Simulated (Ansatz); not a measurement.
# Equation of state of boron, simple cubic

Computed with DFT, RPBE, plane waves (420 eV) with PAW, scalar-relativistic (Ansatz 0.2.0). The PAW files were generated under PBE, with cores re-solved for the functional.

The cell is scaled uniformly from the relaxed one, with fractional coordinates and shape fixed. Energies are extrapolated to zero smearing, pressures are those at the given smearing. Magnetic state: spin not included.

```json
{"V (Å³/atom)": "5.978", "E − E₀ (meV/atom)": "88.0", "P (GPa)": "37.51"}
{"V (Å³/atom)": "6.249", "E − E₀ (meV/atom)": "37.3", "P (GPa)": "22.87"}
{"V (Å³/atom)": "6.521", "E − E₀ (meV/atom)": "9.3", "P (GPa)": "10.73"}
{"V (Å³/atom)": "6.793", "E − E₀ (meV/atom)": "0.0", "P (GPa)": "0.65"}
{"V (Å³/atom)": "7.064", "E − E₀ (meV/atom)": "6.4", "P (GPa)": "-7.72"}
{"V (Å³/atom)": "7.336", "E − E₀ (meV/atom)": "25.6", "P (GPa)": "-14.66"}
{"V (Å³/atom)": "7.608", "E − E₀ (meV/atom)": "55.6", "P (GPa)": "-20.40"}
```

(1) Fit a third-order Birch-Murnaghan equation.

## Answers

(1) V₀ = 6.81 Å³/atom, B₀ = 227 GPa, B₀′ = 3.7.
